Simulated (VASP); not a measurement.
## BeTe: band structure with revPBE

BeTe:

```
Te Be
1.0
     0.00000    2.77000    2.77000
     2.77000    0.00000    2.77000
     2.77000    2.77000    0.00000
Te Be
1 1
Direct
  0.75000 0.75000 0.75000
  0.00000 0.00000 0.00000
```

```json
{
 "Program": "VASP 6.6.1",
 "Task": "band structure",
 "Functional": "revPBE",
 "Potentials or basis": "VASP PAW PBE potentials, release 64 (Te, Be)",
 "Cutoff": "520 eV",
 "k mesh": "8 × 8 × 8",
 "Occupations": "fermi-dirac, width 0.05 eV",
 "Spin": "no spin polarisation",
 "Further INCAR settings": "ALGO = Normal; EDIFF = 1e-06"
}
```

```json
{"Band gap on the k mesh": "1.91 eV, indirect (least direct gap 3.59 eV)", "Band gap along the path": "1.91 eV, indirect (least direct gap 3.58 eV)"}
```

Levels at the corners of the path, in eV from the valence-band top:
```tsv
point	band 2	band 3	band 4	band 5	band 6	band 7
Γ	0.00	0.00	0.00	3.58	3.58	3.58
X	-5.39	-2.83	-2.83	1.91	2.62	10.07
X	-5.39	-2.83	-2.83	1.91	2.62	10.07
W	-4.82	-3.95	-3.44	5.36	5.55	5.70
W	-4.82	-3.95	-3.44	5.36	5.55	5.70
K	-5.01	-4.15	-2.39	2.67	5.33	8.08
K	-5.01	-4.15	-2.39	2.67	5.33	8.08
Γ	0.00	0.00	0.00	3.58	3.58	3.58
Γ	0.00	0.00	0.00	3.58	3.58	3.58
L	-5.86	-1.22	-1.22	3.24	4.58	4.58
L	-5.86	-1.22	-1.22	3.24	4.58	4.58
U	-5.01	-4.15	-2.39	2.67	5.33	8.08
U	-5.01	-4.15	-2.39	2.67	5.33	8.08
W	-4.82	-3.95	-3.44	5.36	5.55	5.70
W	-4.82	-3.95	-3.44	5.36	5.55	5.70
L	-5.86	-1.22	-1.22	3.24	4.58	4.58
L	-5.86	-1.22	-1.22	3.24	4.58	4.58
K	-5.01	-4.15	-2.39	2.67	5.33	8.08
U	-5.01	-4.15	-2.39	2.67	5.33	8.08
X	-5.39	-2.83	-2.83	1.91	2.62	10.07
```

Run time: 16 s on 1 thread of AMD EPYC 9R45 96-Core Processor (Zen 5), on a shared host, peak memory 0.17 GiB.

Caveat: the log is that of the step along the path at fixed density, whose energy, stress, charges and moments have no meaning; spin-orbit coupling is left out, which moves the levels of the heavy elements. Expect the measured gap to be larger: semilocal functionals such as revPBE lack the derivative discontinuity.
